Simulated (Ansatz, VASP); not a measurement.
**One calculation of PbO2, two programs**

```
CELL_PARAMETERS angstrom
0.00000 2.64683 2.64683
2.64683 0.00000 2.64683
2.64683 2.64683 0.00000
ATOMIC_POSITIONS crystal
Pb 0.00000 0.00000 0.00000
O 0.75000 0.75000 0.75000
O 0.25000 0.25000 0.25000
```

The cell comes from a database or a generator and needn't be the stable form of this composition.

Alike in both runs: task single point; functional r2SCAN; k mesh 9 × 9 × 9; occupations fermi-dirac, width 0.05 eV; no spin polarisation.

|  | VASP | Ansatz |
| --- | --- | --- |
| version | VASP 6.6.1 | Ansatz 0.2.0 |
| potentials or method | VASP PAW PBE potentials, release 64 (Pb_d, O) | Ansatz PAW |
| plane-wave cutoff (eV) | 520 | 500 |
| valence electrons in the cell | 26 | 26 |

```csv
,VASP,Ansatz,Ansatz less VASP
gap on the k mesh at the Fermi level (eV),none,none,-
pressure (GPa),3.6,2.4,-1.21
```

A gap of «none» marks a metal or a gap that the smearing closes. With one functional, cell and mesh, what is left measures potentials, basis and numerics.

Caveats: the PAW data sets were made with another functional, which shifts forces and pressure a little (VASP); the PAW data sets come from PBE, with cores solved anew for the run's functional, which leaves a small shift of forces and pressure (Ansatz). The runs have no spin-orbit coupling, so splittings on Pb are missing.
